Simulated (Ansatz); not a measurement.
Take a crystal in which Sb has been replaced by P on all its sites, with the cell rescaled by a rough guess (in some cases also distorted within its space group) and nothing relaxed:

```
CELL_PARAMETERS angstrom
4.33327 0.00000 0.00000
0.00000 4.33327 0.00000
0.00000 0.00000 4.33327
ATOMIC_POSITIONS crystal
In 0.00000 0.00000 0.00000
P 0.50000 0.00000 0.50000
P 0.00000 0.50000 0.50000
P 0.50000 0.50000 0.00000
```

Computed with Ansatz 0.2.0, DFT PBEsol, scalar-relativistic, plane waves, PAW.

Cutoff 420 eV; k points 10×10×10 on the computed 4-atom cell (Γ-centred); Gaussian smearing, width 0.10 eV; no spin polarisation.

(1) What pressure does the cell carry?

(2) Is it a metal on this mesh?

(3) What is its energy against the elements in their standard states?

Answers

(1) The pressure is -10.4 GPa (positive in compression), so the cell would contract.

(2) Yes, a band crosses the Fermi level.

(3) +0.712 eV/atom at this unrelaxed geometry, with the elements in the same functional.